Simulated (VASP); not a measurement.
Here is a VASP 6.6.1 calculation.

Contents of INCAR:

```
PREC     = Accurate       # precision mode
ENCUT    = 600            # plane-wave cutoff, eV
EDIFF    = 1E-7           # SCF threshold, eV
ISMEAR   = 0              # smearing method
SIGMA    = 0.03           # smearing width, eV
LREAL    = F              # projectors in reciprocal space
LASPH    = T              # aspherical terms in the spheres
NELM     = 120            # most SCF steps
ALGO     = Fast           # electronic algorithm
ISIF     = 3              # what is computed and relaxed
LWAVE    = F              # write WAVECAR
LCHARG   = F              # write CHGCAR
GGA      = PS             # functional
IVDW     = 12             # dispersion correction
IBRION   = 2              # ionic algorithm
NSW      = 40             # ionic steps
EDIFFG   = -0.005         # ionic threshold
LATTICE_CONSTRAINTS= .TRUE. .TRUE. .FALSE.
KPAR     = 4
```

Contents of KPOINTS:

```
regular mesh
0
Gamma
  12 12 1
```

Contents of POSCAR:

```
WSe2
1.0
    3.3000000000      0.0000000000      0.0000000000
   -1.6500000000      2.8578838300      0.0000000000
    0.0000000000      0.0000000000     19.3600000000
Se W
2 1
Direct
    0.6666670000      0.3333330000      0.4132231400
    0.6666670000      0.3333330000      0.5867768600
    0.3333330000      0.6666670000      0.5000000000
```

Potentials or basis: VASP PAW PBE potentials, release 64 (Se, W_sv).

Launch:

```console
$ cat potpaw_PBE.64/Se/POTCAR potpaw_PBE.64/W_sv/POTCAR > POTCAR
$ mpirun -np 4 vasp_std > vasp.out
```

(1) What does it give for the space group after relaxing (to 0.05 Å)?

(2) What does it give for the band gap on the k mesh?

## Answers

(1) P-6m2 (No. 187).

(2) 1.64 eV, indirect (least direct gap 1.81 eV).

Caveat: spin-orbit coupling is left out, which moves the levels of the heavy elements.
